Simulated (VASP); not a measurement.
# Li2O (Fm-3m) in VASP: settings compared

The runs below take Li2O through phonons, dielectric tensor, with PBE, LDA.

Everything below comes from runs of VASP 6.6.1. Logs are shortened: lines on timing, memory, paths and dates and some standing lists are left out, and cuts for length are marked.

## 1. The crystal as given

Symmetry: Fm-3m, No. 225, cubic system. The conventional cell has a = 4.621 Å, b = 4.621 Å, c = 4.621 Å, α = 90.00°, β = 90.00°, γ = 90.00°. Around Li (site symmetry -43m) lie 4 O at 2.00 Å. Around O (site symmetry m-3m) lie 8 Li at 2.00 Å.

## 2. Phonons, PBE

Input file POSCAR:

```
Li2O
1.0
    0.0000000000      2.3104246020      2.3104246020
    2.3104246020      0.0000000000      2.3104246020
    2.3104246020      2.3104246020      0.0000000000
  Li              O
     2     1
Direct
     0.2500000000000000    0.2500000000000000    0.2500000000000000
     0.7500000000000000    0.7500000000000000    0.7500000000000000
     0.0000000000000000    0.0000000000000000    0.0000000000000000
```

Input file INCAR.step1:

```
PREC = Accurate ; ENCUT = 600
EDIFF = 1E-8 ; ISMEAR = 0
SIGMA = 0.03 ; LREAL = False
LASPH = True ; NELM = 80
ALGO = Normal ; ISIF = 3
LWAVE = False ; LCHARG = False
GGA = PE ; KPAR = 2
IBRION = 2 ; NSW = 40
EDIFFG = -0.002
```

Input file INCAR.step2:

```
PREC = Accurate ; ENCUT = 600
EDIFF = 1E-8 ; ISMEAR = 0
SIGMA = 0.03 ; LREAL = False
LASPH = True ; NELM = 80
ALGO = Normal ; ISIF = 2
LWAVE = False ; LCHARG = False
GGA = PE ; KPAR = 2
IBRION = 6 ; NFREE = 2
POTIM = 0.015 ; NSW = 1
```

Input file KPOINTS:

```
regular mesh
0
Gamma
  10 10 10
```

Potentials or basis: VASP PAW PBE potentials, release 64 (Li_sv, O).

The run is started by

```bash
$ cat potpaw_PBE.64/Li_sv/POTCAR potpaw_PBE.64/O/POTCAR > POTCAR
$ cp INCAR.step1 INCAR
$ mpirun -np 2 vasp_std > vasp.out
$ cp CONTCAR POSCAR
$ cp INCAR.step2 INCAR
$ mpirun -np 2 vasp_std > vasp.out
```

OUTCAR:

```text
PREC = Accurate
   ENCUT = 600
   EDIFF = 1E-8
   ISMEAR = 0
   LREAL = False
   LASPH = True
   NELM = 80
   ISIF = 2
   GGA = PE
   IBRION = 6
   NFREE = 2
   POTIM = 0.015
   NSW = 1

 ion  position               nearest neighbor table
   1  0.250  0.250  0.250-   3 2.00   3 2.00   3 2.00   3 2.00   2 2.31   2 2.31   2 2.31   2 2.31
                             2 2.31   2 2.31
   2  0.750  0.750  0.750-   3 2.00   3 2.00   3 2.00   3 2.00   1 2.31   1 2.31   1 2.31   1 2.31
                             1 2.31   1 2.31
   3  0.000  0.000  0.000-   1 2.00   2 2.00   2 2.00   2 2.00   2 2.00   1 2.00   1 2.00   1 2.00

  LATTYP: Found a face centered cubic cell.
 ALAT       =     4.6208492040

  Lattice vectors:

 A1 = (   0.0000000000,   2.3104246020,   2.3104246020)
 A2 = (   2.3104246020,   0.0000000000,   2.3104246020)
 A3 = (   2.3104246020,   2.3104246020,   0.0000000000)

Analysis of symmetry for initial positions (statically):
=====================================================================
 Subroutine PRICEL returns:
 Original cell was already a primitive cell.

 Routine SETGRP: Setting up the symmetry group for a
 face centered cubic supercell.

 Subroutine GETGRP returns: Found 48 space group operations
 (whereof 48 operations were pure point group operations)
 out of a pool of 48 trial point group operations.

The static configuration has the point symmetry O_h .

Analysis of symmetry for dynamics (positions and initial velocities):
=====================================================================
 Subroutine PRICEL returns:
 Original cell was already a primitive cell.

 Routine SETGRP: Setting up the symmetry group for a
 face centered cubic supercell.

 Subroutine GETGRP returns: Found 48 space group operations
 (whereof 48 operations were pure point group operations)
 out of a pool of 48 trial point group operations.

The dynamic configuration has the point symmetry O_h .

 Subroutine INISYM returns: Found 48 space group operations
 (whereof 48 operations are pure point group operations),
 and found     1 'primitive' translations

----------------------------------------------------------------------------------------

                                     Primitive cell

  volume of cell :      24.6664

  direct lattice vectors                    reciprocal lattice vectors
     0.000000000  2.310424602  2.310424602    -0.216410438  0.216410438  0.216410438
     2.310424602  0.000000000  2.310424602     0.216410438 -0.216410438  0.216410438
     2.310424602  2.310424602  0.000000000     0.216410438  0.216410438 -0.216410438

  length of vectors
     3.267433807  3.267433807  3.267433807     0.374833874  0.374833874  0.374833874

  position of ions in fractional coordinates (direct lattice)
     0.250000000  0.250000000  0.250000000
     0.750000000  0.750000000  0.750000000
     0.000000000  0.000000000  0.000000000

  ion indices of the primitive-cell ions
   primitive index   ion index
                 1           1
                 2           2
                 3           3

----------------------------------------------------------------------------------------

 KPOINTS: regular mesh

Automatic generation of k-mesh.
 Grid dimensions read from file:
 generate k-points for:   10   10   10

 Generating k-lattice:

  Cartesian coordinates                     Fractional coordinates (reciprocal lattice)
    -0.021641044  0.021641044  0.021641044     0.100000000  0.000000000  0.000000000
     0.021641044 -0.021641044  0.021641044     0.000000000  0.100000000  0.000000000
     0.021641044  0.021641044 -0.021641044     0.000000000  0.000000000  0.100000000

  Length of vectors
     0.037483387  0.037483387  0.037483387

  Shift w.r.t. Gamma in fractional coordinates (k-lattice)
     0.000000000  0.000000000  0.000000000

 Subroutine IBZKPT returns following result:
 ===========================================

 Found     47 irreducible k-points:

 Following reciprocal coordinates:
            Coordinates               Weight
  0.000000  0.000000  0.000000      1.000000
  0.100000  0.000000  0.000000      8.000000
  0.200000  0.000000  0.000000      8.000000
  0.300000  0.000000  0.000000      8.000000
  0.400000  0.000000  0.000000      8.000000
  0.500000  0.000000  0.000000      4.000000
[... 16 lines left out ...]
  0.300000  0.300000  0.000000      6.000000
  0.400000  0.300000  0.000000     24.000000
 [... further k-points ...]
   k-points           NKPTS =     47   k-points in BZ     NKDIM =     47   number of bands    NBANDS=     10
   number of dos      NEDOS =    301   number of ions     NIONS =      3
   total plane-waves  NPLWV =  21952
   dimension x,y,z NGX =    28 NGY =   28 NGZ =   28
   dimension x,y,z NGXF=    56 NGYF=   56 NGZF=   56
   ions per type =               2   1
   NGX,Y,Z   is equivalent  to a cutoff of  14.25, 14.25, 14.25 a.u.
   NGXF,Y,Z  is equivalent  to a cutoff of  28.49, 28.49, 28.49 a.u.
 SYSTEM =  unknown system
   PREC   = accura    normal or accurate (medium, high low for compatibility)
   ISTART =      0    job   : 0-new  1-cont  2-samecut
   ICHARG =      2    charge: 1-file 2-atom 10-const
   ISPIN  =      1    spin polarized calculation?
   LNONCOLLINEAR =      F non collinear calculations
   LSORBIT =      F    spin-orbit coupling
   LASPH  =      T    aspherical Exc in radial PAW
   ENCUT  =  600.0 eV  44.10 Ry    6.64 a.u.   6.53  6.53  6.53*2*pi/ulx,y,z
   NELM   =     80;   NELMIN=  2; NELMDL=  0     # of ELM steps
   EDIFF  = 0.1E-07   stopping-criterion for ELM
   LREAL  =      F    real-space projection
   EDIFFG = 0.1E-06   stopping-criterion for IOM
   NSW    =     73    number of steps for IOM
   IBRION =      6    ionic relax: 0-MD 1-quasi-New 2-CG
   NFREE  =      2    steps in history (QN), initial steepest desc. (CG)
   ISIF   =      2    stress and relaxation
   ISYM   =      2    0-nonsym 1-usesym 2-fastsym
   POTIM  = 0.0150    time-step for ionic-motion
   TEBEG  =    0.0;   TEEND  =   0.0 temperature during run
   PSTRESS=    0.0 pullay stress
   NELECT =      12.0000    total number of electrons
   NUPDOWN=      -1.0000    fix difference up-down
   EMIN   =  10.00;   EMAX   =-10.00  energy-range for DOS
   EFERMI =   0.00;   METHOD = LEGACY
   ISMEAR =     0;   SIGMA  =   0.03  broadening in eV -4-tet -1-fermi 0-gaus
   EFERMI_NEDOS =   21; number of points for ismear=-14 and -15
   IALGO  =     38    algorithm
   IMIX   =      4    mixing-type and parameters
     AMIX     =   0.40;   BMIX     =  1.00
     AMIX_MAG =   1.60;   BMIX_MAG =  1.00
  volume/ion in A,a.u.               =       8.22        55.49
  Fermi-wavevector in a.u.,A,eV,Ry     =   1.287558  2.433132 22.555812  1.657805
  Thomas-Fermi vector in A             =   2.419565
   LORBIT       =      0    0 simple, 1 ext, 2 COOP (PROOUT), +10 PAW based schemes
   GGA     = PE    functional components
   LHFCALC =     F    Hartree Fock is set to
   AEXX    =    0.0000 exact exchange contribution
   IVDW    =     0    specifies the selected vdW correction
   LEPSILON=     F    determine dielectric tensor
   LRPA    =     F    only Hartree local field effects (RPA)
 finite differences with symmetry
 non-spin polarized calculation
 Gauss-broadening in eV      SIGMA  =   0.03
  energy-cutoff  :      600.00
  volume of cell :       24.67
 maximum number of plane-waves:       869
 NGX is ok and might be reduce to    28
   NGX = 13   NGY = 13   NGZ = 13

--------------------------------------- Ionic step        1  -------------------------------------------

 number of electron      12.0000000 magnetization

 Free energy of the ion-electron system (eV)
  ---------------------------------------------------
  ext. energy  EPLUGINS =         0.00000000
  ---------------------------------------------------
  free energy    TOTEN  =       -14.34998350 eV

  energy without entropy =      -14.34998350  energy(sigma->0) =      -14.34998350

------------------------ aborting loop because EDIFF is reached ----------------------------------------

  FORCE on cell =-STRESS in cart. coord.  units (eV):
  Direction    XX          YY          ZZ          XY          YZ          ZX
  --------------------------------------------------------------------------------------
  -------------------------------------------------------------------------------------
  Total       -0.0056335     -0.0056335     -0.0056335      0.0000000      0.0000000     -0.0000000
  in kB       -0.3659181     -0.3659181     -0.3659181      0.0000000      0.0000000     -0.0000000
  external PRESSURE =      -0.3659181 kB  Pullay stress =       0.0000000 kB
[... 135 lines left out ...]
--------------------------------------- Ionic step        5  -------------------------------------------

 number of electron      11.9999999 magnetization

 Free energy of the ion-electron system (eV)
  ---------------------------------------------------
  ext. energy  EPLUGINS =         0.00000000
  ---------------------------------------------------
  free energy    TOTEN  =       -14.34940113 eV

  energy without entropy =      -14.34940113  energy(sigma->0) =      -14.34940113

 E-fermi :   1.6093     XC(G=0):  -9.7487

 val. band max:        1.3341298474   @ k =   0.0000   0.0000   0.0000
 cond. band min:       6.3061531994   @ k =   0.5000   0.5000   0.0000
 fundamental gap:      4.9720233519
 Fermi energy:         1.6093486783

 k-point     1 :       0.0000    0.0000    0.0000
  band No.  band energies     occupation
      1     -41.6579      2.00000
      2     -41.3289      2.00000
      3     -14.1134      2.00000
      4       1.3333      2.00000
      5       1.3333      2.00000
      6       1.3341      2.00000
      7       6.6023      0.00000
      8      13.2630      0.00000
      9      13.2638      0.00000
     10      13.2638      0.00000
[... 287 lines left out ...]
 k-point    24 :       0.4000    0.3000    0.0000
  band No.  band energies     occupation
      1     -41.5501      2.00000
      2     -41.4075      2.00000
      3     -13.8937      2.00000
      4      -0.3105      2.00000
      5       0.2498      2.00000
      6       0.2994      2.00000
      7       7.2083      0.00000
      8      13.9479      0.00000
      9      14.3502      0.00000
     10      15.4576      0.00000

 [... further k-points ...]

------------------------ aborting loop because EDIFF is reached ----------------------------------------

  FORCE on cell =-STRESS in cart. coord.  units (eV):
  Direction    XX          YY          ZZ          XY          YZ          ZX
  --------------------------------------------------------------------------------------
  -------------------------------------------------------------------------------------
  Total       -0.0048487     -0.0033521     -0.0033521      0.0000000     -0.0000000      0.0000000
  in kB       -0.3149444     -0.2177329     -0.2177329      0.0000000     -0.0000000      0.0000000
  external PRESSURE =      -0.2501367 kB  Pullay stress =       0.0000000 kB
[... 18 lines left out ...]
  FREE ENERGIE OF THE ION-ELECTRON SYSTEM (eV)
  ---------------------------------------------------
  free  energy   TOTEN  =       -14.3494011343 eV

  energy  without entropy=      -14.3494011343  energy(sigma->0) =      -14.34940113

 INTERNAL STRAIN TENSORS FROM DISPLACED ATOMS
 ============================================

 INTERNAL STRAIN TENSOR FOR ION    1 for displacements in x,y,z  (eV/Angst):
          X           Y           Z          XY          YZ          ZX
  --------------------------------------------------------------------------------
  x    -0.00000    -0.00000    -0.00000     0.00000    -0.21232     0.00000
  y    -0.00000     0.00000    -0.00000     0.00000     0.00000    -0.21232
  z    -0.00000    -0.00000     0.00000    -0.21232     0.00000     0.00000

 INTERNAL STRAIN TENSOR FOR ION    3 for displacements in x,y,z  (eV/Angst):
          X           Y           Z          XY          YZ          ZX
  --------------------------------------------------------------------------------
  x     0.00000     0.00000     0.00000     0.00000     0.00000     0.00000
  y     0.00000     0.00000     0.00000     0.00000     0.00000     0.00000
  z     0.00000     0.00000     0.00000     0.00000     0.00000     0.00000

 Eigenvectors and eigenvalues of the dynamical matrix
 ----------------------------------------------------

   1 f  =   15.701043 THz    98.652564 2PiTHz  523.730426 cm-1    64.934268 meV
             X         Y         Z           dx          dy          dz
      1.155212  1.155212  1.155212     0.343608    0.618008   -0.000000
      3.465637  3.465637  3.465637    -0.343608   -0.618008    0.000000
      0.000000  0.000000  0.000000     0.000000   -0.000000    0.000000
[... 43 lines left out ...]
   9 f/i=    0.007298 THz     0.045852 2PiTHz    0.243421 cm-1     0.030180 meV
             X         Y         Z           dx          dy          dz
      1.155212  1.155212  1.155212     0.198962    0.418640    0.137645
      3.465637  3.465637  3.465637     0.198962    0.418640    0.137645
      0.000000  0.000000  0.000000     0.300249    0.631761    0.207717

 ELASTIC MODULI CONTR FROM IONIC RELAXATION (kBar)
 Direction    XX          YY          ZZ          XY          YZ          ZX
 --------------------------------------------------------------------------------
 XX          -0.0000     -0.0000     -0.0000     -0.0000     -0.0000     -0.0000
 YY          -0.0000     -0.0000     -0.0000     -0.0000     -0.0000      0.0000
 ZZ          -0.0000     -0.0000     -0.0000      0.0000     -0.0000     -0.0000
 XY          -0.0000     -0.0000      0.0000     -0.8282      0.0000     -0.0000
 YZ          -0.0000     -0.0000     -0.0000      0.0000     -0.8282     -0.0000
 ZX          -0.0000      0.0000     -0.0000     -0.0000     -0.0000     -0.8282
 --------------------------------------------------------------------------------
```

Wall time 91 s (2 MPI ranks of Intel Xeon Platinum 8259CL at 2.50GHz (Skylake/Cascade Lake), shared host); peak memory 0.21 GiB.

Results:

| Property | Result |
| --- | --- |
| Highest phonon frequency at Γ, LO-TO splitting left out | 524 cm⁻¹ |

Phonon frequencies in cm⁻¹ (negative: imaginary):
| q point | frequencies |
| --- | --- |
| (0.000, 0.000, 0.000) | 0 0 0 434 434 434 524 524 524 |

Caveat: the cutoff is under 1.25 times the usual one of these potentials, so pressure, stress and relaxed cells hold a basis-set (Pulay) error.

## 3. Dielectric tensor, PBE

Input file INCAR:

```
PREC = Accurate ; ENCUT = 600
EDIFF = 1E-8 ; ISMEAR = 0
SIGMA = 0.03 ; LREAL = False
LASPH = True ; NELM = 80
ALGO = Normal ; ISIF = 2
LWAVE = False ; LCHARG = False
GGA = PE ; LEPSILON = True
KPAR = 2
```

Input file KPOINTS:

```
regular mesh
0
Monkhorst-Pack
  16 16 16
```

POSCAR, as its differences from that of step 2:

```diff
@@ -1,2 +1,2 @@
-Li2O
+Li2O                                    
 1.0
@@ -5,3 +5,3 @@
     2.3104246020      2.3104246020      0.0000000000
-  Li              O
+  Li              O             
      2     1
```

Potentials or basis: VASP PAW PBE potentials, release 64 (Li_sv, O).

The run is started by

```bash
$ cat potpaw_PBE.64/Li_sv/POTCAR potpaw_PBE.64/O/POTCAR > POTCAR
$ mpirun -np 2 vasp_std > vasp.out
```

OUTCAR:

```text
PREC = Accurate
   ENCUT = 600
   EDIFF = 1E-8
   ISMEAR = 0
   LREAL = False
   LASPH = True
   NELM = 80
   ISIF = 2
   GGA = PE
   LEPSILON = True

 ion  position               nearest neighbor table
   1  0.250  0.250  0.250-   3 2.00   3 2.00   3 2.00   3 2.00   2 2.31   2 2.31   2 2.31   2 2.31
                             2 2.31   2 2.31
   2  0.750  0.750  0.750-   3 2.00   3 2.00   3 2.00   3 2.00   1 2.31   1 2.31   1 2.31   1 2.31
                             1 2.31   1 2.31
   3  0.000  0.000  0.000-   1 2.00   2 2.00   2 2.00   2 2.00   2 2.00   1 2.00   1 2.00   1 2.00

  LATTYP: Found a face centered cubic cell.
 ALAT       =     4.6208492040

  Lattice vectors:
[... 569 lines left out ...]
    -0.00006  0.00000 -0.00000
     0.00000 -0.00006  0.00000
    -0.00000  0.00000 -0.00021

 MACROSCOPIC STATIC DIELECTRIC TENSOR (including local field effects in DFT)
 ------------------------------------------------------
           2.923466     0.000000    -0.000000
          -0.000000     2.923466     0.000000
           0.000000     0.000000     2.923466
 ------------------------------------------------------

 PIEZOELECTRIC TENSOR (including local field effects)  for field in x, y, z        (e  Angst)
          XX          YY          ZZ          XY          YZ          ZX
  --------------------------------------------------------------------------------
  x     0.00000     0.00000     0.00000     0.00000     0.00000     0.00000
  y     0.00000     0.00000     0.00000     0.00000     0.00000     0.00000
  z     0.00000     0.00000     0.00000     0.00000     0.00000     0.00000

 PIEZOELECTRIC TENSOR (including local field effects)  for field in x, y, z        (C/m^2)
          XX          YY          ZZ          XY          YZ          ZX
  --------------------------------------------------------------------------------
  x     0.00000     0.00000     0.00000     0.00000     0.00000     0.00000
  y     0.00000     0.00000     0.00000     0.00000     0.00000     0.00000
  z     0.00000     0.00000     0.00000     0.00000     0.00000     0.00000

 BORN EFFECTIVE CHARGES (including local field effects) (in |e|, cummulative output)
 ---------------------------------------------------------------------------------
 ion    1
    1     0.90302     0.00000     0.00000
    2     0.00000     0.90302     0.00000
    3     0.00000     0.00000     0.90302
 ion    2
    1     0.90302     0.00000     0.00000
    2     0.00000     0.90302     0.00000
    3     0.00000     0.00000     0.90302
 ion    3
    1    -1.80603     0.00000     0.00000
    2     0.00000    -1.80603     0.00000
    3     0.00000     0.00000    -1.80603
```

stdout:

```text
POSCAR found type information on POSCAR LiO
 POSCAR found :  2 types and       3 ions
 scaLAPACK will be used
 LDA part: xc-table for (Slater+PW92), standard interpolation
 -----------------------------------------------------------------------------
|                                                                             |
|           W    W    AA    RRRRR   N    N  II  N    N   GGGG   !!!           |
[... 38 lines left out ...]
  Direction:   1
 dielectric tensor                  component  1 :     2.923     0.019    -0.019
 Linear response to external field, progress :
  Direction:   2
 dielectric tensor                  component  2 :     0.019     2.923    -0.019
 Linear response to external field, progress :
  Direction:   3
 dielectric tensor                  component  3 :     0.040    -0.040     2.923
 Born effective charges drift removed
```

Wall time 30 min (2 MPI ranks of Intel Xeon Platinum 8259CL at 2.50GHz (Skylake/Cascade Lake), shared host); peak memory 0.81 GiB.

What came out:

* Electronic dielectric tensor (diagonal): 2.92
* Born charges (mean of the diagonal): Li +0.90; O -1.81 e

Electronic dielectric tensor:
```
2.92 0.00 0.00
0.00 2.92 0.00
0.00 0.00 2.92
```

Born effective charge tensors (e):
atom 1, Li
```
0.90 0.00 0.00
0.00 0.90 0.00
0.00 0.00 0.90
```
atom 2, Li
```
0.90 0.00 0.00
0.00 0.90 0.00
0.00 0.00 0.90
```
atom 3, O
```
-1.81  0.00  0.00
 0.00 -1.81  0.00
 0.00  0.00 -1.81
```

Caveat: the cutoff is under 1.25 times the usual one of these potentials, so pressure, stress and relaxed cells hold a basis-set (Pulay) error.

[end of part 1 of 2]
